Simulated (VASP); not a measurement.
Here is a VASP 6.6.1 calculation.

INCAR

```
  PREC = Accurate
  ENCUT = 520
  EDIFF = 1E-6
  ISMEAR = 0
  SIGMA = 0.02
  LREAL = F
  LASPH = T
  NELM = 60
  ALGO = Normal
  ISIF = 2
  LWAVE = F
  LCHARG = F
  GGA = PE
  LORBIT = 11
```

KPOINTS

```
Automatic mesh
0
Gamma
  8 8 5
```

POSCAR

```
PtSe2
1.0
    3.7240000000      0.0000000000      0.0000000000
   -1.8620000000      3.2250786037      0.0000000000
    0.0000000000      0.0000000000      5.0620000000
Pt Se
1 2
Direct
    0.0000000000      0.0000000000      0.0000000000
    0.6666666667      0.3333333333      0.7500000000
    0.3333333333      0.6666666667      0.2500000000
```

Potentials or basis: VASP PAW PBE potentials, release 64 (Pt, Se).

Command:

```sh
$ cat potpaw_PBE.64/Pt/POTCAR potpaw_PBE.64/Se/POTCAR > POTCAR
$ mpirun -np 1 vasp_std > vasp.out
```

**Question.** Estimate the pressure.

**Answer.** 7.3 GPa.

**Question.** Predict the band gap on the k mesh.

**Answer.** None (metal or under the smearing width).

Forces in eV/Å, atoms in the order of the input:
```
Pt   0.000  0.000  0.000
Se   0.000  0.000 -0.575
Se   0.000  0.000  0.575
```

Spin-orbit coupling is left out, which matters for the levels of Pt.
